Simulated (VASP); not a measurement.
BeTe in VASP 6.6.1, single-point calculation

INCAR

```
NSW = 0
METAGGA = R2SCAN
EDIFF = 1E-7
ISIF = 2
NBANDS = 11
IBRION = -1
LCHARG = .FALSE.
LREAL = .FALSE.
NELECT = 8.02
SIGMA = 0.01
ISMEAR = 0
ALGO = Normal
LASPH = .TRUE.
PREC = Accurate
NELM = 120
NELMIN = 8
LWAVE = .FALSE.
ENCUT = 520
```

KPOINTS

```
KPOINTS created by Atomic Simulation Environment
0
Gamma
8 8 8
0 0 0
```

POSCAR

```
Be Te
 1.0000000000000000
     0.0000000000000000    2.8003373892000001    2.8003373892000001
     2.8003373892000001    0.0000000000000000    2.8003373892000001
     2.8003373892000001    2.8003373892000001    0.0000000000000000
 Be  Te
   1   1
Cartesian
  0.0000000000000000  0.0000000000000000  0.0000000000000000
  1.4001686946000000  1.4001686946000000  1.4001686946000000
```

The recommended PBE PAW datasets give the neutral cell 8 valence electrons.

Command

```
mpirun -np 1 vasp_std
```

How does this run end, and what does it give?

It converged. Results: pressure 2.8 GPa.

OSZICAR

```
N       E                     dE             d eps       ncg     rms          rms(c)
DAV:   1    -0.435322865418E+01   -0.43532E+01   -0.34753E+03   638   0.613E+02
DAV:   2    -0.305533020892E+02   -0.26200E+02   -0.25309E+02   814   0.963E+01
DAV:   3    -0.316391414908E+02   -0.10858E+01   -0.10844E+01   836   0.205E+01
DAV:   4    -0.316481264832E+02   -0.89850E-02   -0.89842E-02   782   0.210E+00
DAV:   5    -0.316482929596E+02   -0.16648E-03   -0.16648E-03   791   0.274E-01    0.484E+00
DAV:   6    -0.305287562302E+02    0.11195E+01   -0.18322E-01   689   0.271E+00    0.344E+00
DAV:   7    -0.305264588428E+02    0.22974E-02   -0.14597E-01   757   0.206E+00    0.420E-01
DAV:   8    -0.305252711635E+02    0.11877E-02   -0.72743E-03   752   0.472E-01    0.384E-01
DAV:   9    -0.305257875222E+02   -0.51636E-03   -0.82361E-04   760   0.201E-01    0.180E-01
DAV:  10    -0.305258566797E+02   -0.69157E-04   -0.99636E-05   778   0.608E-02    0.556E-02
DAV:  11    -0.305258659580E+02   -0.92783E-05   -0.25088E-05   753   0.386E-02    0.270E-02
DAV:  12    -0.305258669939E+02   -0.10359E-05   -0.94359E-07   698   0.654E-03    0.851E-03
DAV:  13    -0.305258674671E+02   -0.47325E-06   -0.37848E-07   769   0.270E-03    0.520E-04
DAV:  14    -0.305258674124E+02    0.54692E-07   -0.13894E-08   364   0.763E-04
   1 F= -.30525867E+02 E0= -.30525837E+02  d E =-.615959E-04
```

The cell is charged and sits in a uniform background.

For comparison, a separate r²SCAN run of the intended cell, on usual settings and not on those above, gives a gap of 2.29 eV on its mesh and a pressure of 2.1 GPa.
